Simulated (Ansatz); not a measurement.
## C: equation of state with rPW86-PBE

The system is C.

```
CELL_PARAMETERS angstrom
2.52210 0.00000 0.00000
-1.26105 2.18420 0.00000
0.00000 0.00000 8.23710
ATOMIC_POSITIONS crystal
C 0.66667 0.33333 0.84375
C 0.33333 0.66667 0.34375
C 0.66667 0.33333 0.65625
C 0.33333 0.66667 0.15625
C 0.00000 0.00000 0.90625
C 0.00000 0.00000 0.40625
C 0.00000 0.00000 0.59375
C 0.00000 0.00000 0.09375
```

This is a hexagonal form of diamond, not graphite.

```json
{
 "Program": "Ansatz 0.2.0",
 "Task": "equation of state",
 "Functional": "rPW86-PBE",
 "Potentials or basis": "Ansatz PAW",
 "Cutoff": "420 eV",
 "Density cutoff": "1680 eV",
 "k mesh": "12 × 12 × 4",
 "Occupations": "fermi-dirac, width 0.05 eV",
 "Spin": "no spin polarisation"
}
```

```json
{
 "Equilibrium volume": "5.80 Å³/atom",
 "Bulk modulus at fixed shape and positions": "415 GPa",
 "Pressure derivative of the bulk modulus": "3.7"
}
```

Energy against volume, from the lowest point:
| volume (Å³/atom) | energy (meV/atom) |
| --- | --- |
| 5.332 | 54.82 |
| 5.445 | 30.30 |
| 5.559 | 13.39 |
| 5.672 | 3.51 |
| 5.785 | 0.00 |
| 5.899 | 2.29 |
| 6.012 | 9.85 |

All runs of the series together: 4.7 s on 2 threads of AMD EPYC 9B45 (Zen 5), with other jobs on the host.

Caveat: the potentials were made for another functional, which shifts forces and pressure; the cell was scaled at fixed shape and fractional positions, which overstates the stiffness of a crystal with free parameters, most of all of layers and chains.
